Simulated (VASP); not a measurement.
BN:

```
N B
1.0
     1.25112    0.72234    3.37293
    -1.25112    0.72234    3.37293
     0.00000   -1.44467    3.37293
N B
1 1
Direct
  0.66724 0.66724 0.66724
  0.00033 0.00033 0.00033
```

The cell is a database's computed one.

Base run:

* Program: VASP 6.6.1
* Functional: PBE
* Potentials or basis: VASP PAW PBE potentials, release 64 (N, B)
* Cutoff: 520 eV
* k mesh: 12 × 12 × 12
* Occupations: fermi-dirac, width 0.05 eV
* Spin: no spin polarisation

Its results: band gap on the k mesh 4.28 eV, indirect (least direct gap 4.70 eV); pressure 3.6 GPa.

Question: The run is repeated on the same cell with these changes: functional from PBE to LDA; potentials or basis from VASP PAW PBE potentials, release 64 (N, B) to VASP PAW LDA potentials, release 64 (N, B). What comes out?

Answer: Band gap on the k mesh 4.09 eV, indirect (least direct gap 4.55 eV); pressure -3.8 GPa.

A k mesh can miss the band edges.
